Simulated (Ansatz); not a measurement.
Ba under changes of volume

One of the cells (62.989 Å³/atom); the others are scaled copies at fixed shape and fractional positions:

```
CELL_PARAMETERS angstrom
-2.50650 2.50650 2.50650
2.50650 -2.50650 2.50650
2.50650 2.50650 -2.50650
ATOMIC_POSITIONS crystal
Ba 0.00000 0.00000 0.00000
```

* Program: Ansatz 0.2.0
* Functional: LDA
* Potentials or basis: Ansatz PAW
* Cutoff: 420 eV (not typed: the program's choice for these potentials)
* k mesh: 8 × 8 × 8
* Occupations: fermi-dirac, width 0.05 eV
* Spin: no spin polarisation

```csv
volume (Å³/atom),energy over the lowest point (meV/atom),pressure (GPa)
59.209,0.00,-0.9
60.469,7.79,-1.1
61.729,16.83,-1.2
62.989,?,?
64.249,38.21,-1.5
65.508,50.35,-1.6
66.768,63.31,-1.7
```

Question: What does the run at 62.989 Å³/atom give?

Answer: Energy over the lowest point 27.01 meV/atom; pressure -1.3 GPa.

Worked out: A Birch-Murnaghan fit of order 3 (a polynomial in V^(-2/3)) to the other rows has no minimum within the range. It gives 27.01 meV/atom at 62.989 Å³/atom, against the run's 27.01, and -dE/dV = -1.4 GPa, against -1.3.

Energies are extrapolated to zero smearing.

Caveats: the PAW data sets come from PBE, with cores solved anew for the run's functional, which leaves a small shift of forces and pressure.
